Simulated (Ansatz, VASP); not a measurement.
**One calculation of WC, two programs**

```
CELL_PARAMETERS angstrom
0.00000 2.19268 2.19268
2.19268 0.00000 2.19268
2.19268 2.19268 0.00000
ATOMIC_POSITIONS crystal
W 0.00000 0.00000 0.00000
C 0.50000 0.50000 0.50000
```

Measurements of this composition are mostly on another form, of space group No. 187.

Alike in both runs: functional LDA; k mesh 10 × 10 × 10; occupations fermi-dirac, width 0.05 eV; no spin polarisation.

|  | VASP | Ansatz |
| --- | --- | --- |
| version | VASP 6.6.1 | Ansatz 0.2.0 |
| potentials or method | VASP PAW LDA potentials, release 64 (W_sv, C) | Ansatz PAW |
| plane-wave cutoff (eV) | 520 | 420 |
| valence electrons in the cell | 18 | 18 |
| task | single point | band structure |

Ansatz gave:

* gap on the k mesh at the Fermi level (eV): none
* pressure (GPa): -16.1

Problem. Which values does VASP return?

Solution. gap on the k mesh at the Fermi level (eV): none; pressure (GPa): -14.0.

A gap of «none» marks a metal or a gap that the smearing closes.

Caveats: the pressure holds a Pulay correction of +0.4 GPa for the finite cutoff (Ansatz); spin-orbit coupling is left out, which moves the levels of the heavy elements (Ansatz); the PAW data sets come from PBE, with cores solved anew for the run's functional, which leaves a small shift of forces and pressure (Ansatz). The runs have no spin-orbit coupling, so splittings on W are missing.
